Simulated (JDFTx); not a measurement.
# Re under changes of volume

One of the cells (14.714 Å³/atom); the others are scaled copies at fixed shape and fractional positions:

```
Re
1.0
     2.76080    0.00000    0.00000
    -1.38040    2.39092    0.00000
     0.00000    0.00000    4.45820
Re
2
Direct
  0.66667 0.33333 0.75000
  0.33333 0.66667 0.25000
```

| Item | Value |
| --- | --- |
| Program | JDFTx 1.7.0 (patched build) |
| Functional | r2SCAN |
| Potentials or basis | SG15-PBE-1.2 |
| Cutoff | 1088 eV |
| Density cutoff | 8708 eV |
| k mesh | 6 × 6 × 3 |
| Occupations | fermi-dirac, width 0.05 eV |
| Spin | no spin polarisation |

```csv
volume (Å³/atom),energy over the lowest point (meV/atom),pressure (GPa)
13.831,?,?
14.125,34.78,18.7
14.420,9.25,9.3
14.714,0.00,0.9
15.008,5.20,-6.6
15.303,23.69,-13.4
15.597,53.91,-19.4
```

Q: What does the run at 13.831 Å³/atom give?

A: Energy over the lowest point 78.46 meV/atom; pressure 29.1 GPa.

Worked out: A Birch-Murnaghan fit of order 3 (a polynomial in V^(-2/3)) to the other rows has its minimum at 14.75 Å³/atom with B0 = V·E''(V) = 392 GPa and B' = 4.2 at fixed shape and positions, which overstates the stiffness. It gives 78.13 meV/atom at 13.831 Å³/atom, against the run's 78.46, and -dE/dV = 28.8 GPa, against 29.1.

Energies are extrapolated to zero smearing.

Caveats: all runs use coarse meshes; the potentials were made for another functional, which shifts forces and pressure.
